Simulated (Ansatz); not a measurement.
**KZnF3 under changes of volume**

One of the cells (13.286 Å³/atom); the others are scaled copies at fixed shape and fractional positions:

```
Zn K F
1.0
     4.05000    0.00000    0.00000
     0.00000    4.05000    0.00000
     0.00000    0.00000    4.05000
Zn K F
1 1 3
Cartesian
  2.0250 2.0250 2.0250
  0.0000 0.0000 0.0000
  2.0250 0.0000 2.0250
  0.0000 2.0250 2.0250
  2.0250 2.0250 0.0000
```

| Item | Value |
| --- | --- |
| Program | Ansatz 0.2.0 |
| Functional | PBEsol |
| Potentials or basis | Ansatz PAW |
| Cutoff | 420 eV (not typed: the program's choice for these potentials) |
| k mesh | 7 × 7 × 7 |
| Occupations | fermi-dirac, width 0.05 eV |
| Spin | no spin polarisation |

```csv
volume (Å³/atom),energy over the lowest point (meV/atom),pressure (GPa),gap on the mesh (eV)
12.489,14.15,5.9,4.00
12.755,6.19,3.8,3.94
13.020,1.53,1.8,3.88
13.286,0.00,0.1,3.83
13.552,?,?,?
13.817,4.47,-2.7,3.72
14.083,9.97,-3.9,3.67
```

What does the run at 13.552 Å³/atom give?

Energy over the lowest point 0.94 meV/atom; pressure -1.4 GPa; gap on the mesh 3.77 eV.

Worked out: A Birch-Murnaghan fit of order 3 (a polynomial in V^(-2/3)) to the other rows has its minimum at 13.31 Å³/atom with B0 = V·E''(V) = 79 GPa and B' = 5.2. It gives 1.06 meV/atom at 13.552 Å³/atom, against the run's 0.94, and -dE/dV = -1.4 GPa, against -1.4. A straight line through the other rows of the gap, of slope -2.74 eV per unit of ln V, gives 3.77 eV, against the run's 3.77.

Energies are extrapolated to zero smearing.

Caveats: odd divisions of the mesh miss points on the zone boundary, where band edges often lie, so the gap on the mesh can be too wide; the PAW data sets come from PBE, with cores solved anew for the run's functional, which leaves a small shift of forces and pressure.

A mesh can miss the band edges.
